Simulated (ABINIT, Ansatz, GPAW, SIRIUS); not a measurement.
# HfN: programs and potentials compared

```
Hf N
1.0
     0.00000    2.45482    2.45482
     2.45482    0.00000    2.45482
     2.45482    2.45482    0.00000
Hf N
1 1
Direct
  0.00000 0.00000 0.00000
  0.25000 0.25000 0.25000
```

The cell comes from a database or a generator and needn't be the stable form of this composition.

Alike in all runs: task single point; functional PBEsol; k mesh 9 × 9 × 9; occupations fermi-dirac, width 0.05 eV; no spin polarisation; no spin-orbit coupling. Pressure is positive in compression and, in plane waves, holds the error of the finite cutoff.

```csv
program and potentials,plane-wave cutoff (eV),notes,pressure (GPa)
"Ansatz, all-electron LAPW, scalar-relativistic",-,-,-5.02
"GPAW, PAW data sets generated for this functional",800,-,-4.22
"SIRIUS, PseudoDojo 0.4.1 PBEsol standard (scalar relativistic)",1152,-,?
"ABINIT, PseudoDojo NC SR PBEsol v0.4.1 standard",1143,-,-5.60
```

Task: Estimate from the other rows what the run with SIRIUS, PseudoDojo 0.4.1 PBEsol standard (scalar relativistic) gave.

Result: Pressure -5.63 GPa. The other rows, which needn't bracket it: pressure -5.60 to -4.22.
